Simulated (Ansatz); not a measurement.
## Response of TePb to small distortions

```
Te Pb
1.0
     0.00000    3.22700    3.22700
     3.22700    0.00000    3.22700
     3.22700    3.22700    0.00000
Te Pb
1 1
Direct
  0.50000 0.50000 0.50000
  0.00000 0.00000 0.00000
```

Atoms are numbered in the order listed.

The conventional cell has a = 6.454 Å, b = 6.454 Å, c = 6.454 Å, α = 90.00°, β = 90.00°, γ = 90.00°. Te (atom 1) is surrounded by 6 Pb at 3.23 Å. Pb (atom 2) is surrounded by 6 Te at 3.23 Å.

The cell is COD entry 9008696, as deposited and not checked against the literature; nothing was relaxed.

Spin–orbit coupling is left out, though it moves levels of the heavy atoms by tenths of an eV or more.

Level of theory: DFT, PBEsol, all-electron LAPW, scalar-relativistic in Ansatz 0.2.0.

Settings: a Γ-centred 10×10×10 k mesh, Fermi–Dirac smearing of 0.03 eV, basis error target 0.5 meV/atom, no spin polarisation.

The unchanged cell is at -0.22 GPa.

x, y and z are the Cartesian axes of the cell as listed; fractional coordinates follow a strain, and an engineering shear is twice the off-diagonal strain component.

Q: With this change (equal xy, yz and zx engineering shear strains of -2 %), what becomes of the energy and stress and gap?

A: Energy change +2 meV/atom; stress change (xx, yy, zz, yz, xz, xy) 0.00, 0.00, 0.00, 0.29, 0.29, 0.29 GPa, compression positive; gap on the k mesh 0.66 → 0.46 eV.

Q: With this change (equal xy, yz and zx engineering shear strains of -1 %), what becomes of the energy and stress and gap?

A: Energy change under 1 meV/atom; stress change (xx, yy, zz, yz, xz, xy) 0.00, 0.00, 0.00, 0.15, 0.15, 0.15 GPa, compression positive; gap on the k mesh 0.66 → 0.56 eV.

Q: With this change (equal xy, yz and zx engineering shear strains of +1 %), what becomes of the energy and stress and gap?

A: Energy change under 1 meV/atom; stress change (xx, yy, zz, yz, xz, xy) 0.00, 0.00, 0.00, -0.15, -0.15, -0.15 GPa, compression positive; gap on the k mesh 0.66 → 0.56 eV.

Q: With this change (equal xy, yz and zx engineering shear strains of +2 %), what becomes of the energy and stress and gap?

A: Energy change +2 meV/atom; stress change (xx, yy, zz, yz, xz, xy) 0.00, 0.00, 0.00, -0.31, -0.31, -0.31 GPa, compression positive; gap on the k mesh 0.66 → 0.45 eV.
